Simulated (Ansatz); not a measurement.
A crystal relaxed with r2SCAN in Ansatz 0.2.0 has space group F-43m (No. 216) and a = 6.109 Å.

```json
{"atom": "Xx", "site": "4a", "x": "0.0000", "y": "0.0000", "z": "0.0000"}
{"atom": "As", "site": "4d", "x": "0.2500", "y": "0.2500", "z": "0.7500"}
```

r2SCAN gives a direct gap of 0.08 eV at Γ. With HSE06 the gap is 0.36 eV and direct, at Γ. Meshes: r2SCAN 8×8×8, HSE06 6×6×6.

Question: Which element is Xx?
A. In
B. Tl
C. Al
D. Ga

Answer: A. Xx is In: InAs (zincblende). In is surrounded by 4 As at 2.65 Å; As is surrounded by 4 In at 2.65 Å.

Spin-unpolarised throughout; all numbers are computed.

No spin-orbit coupling is included; it can move band edges with weight on the heavy atoms by tenths of an eV.

Gaps or overlaps of about a tenth of an eV are at the limit of these meshes: between the points read a gap can be smaller or closed.

The meshes of the hybrids are coarse, so their gaps aren't converged to the digits shown.
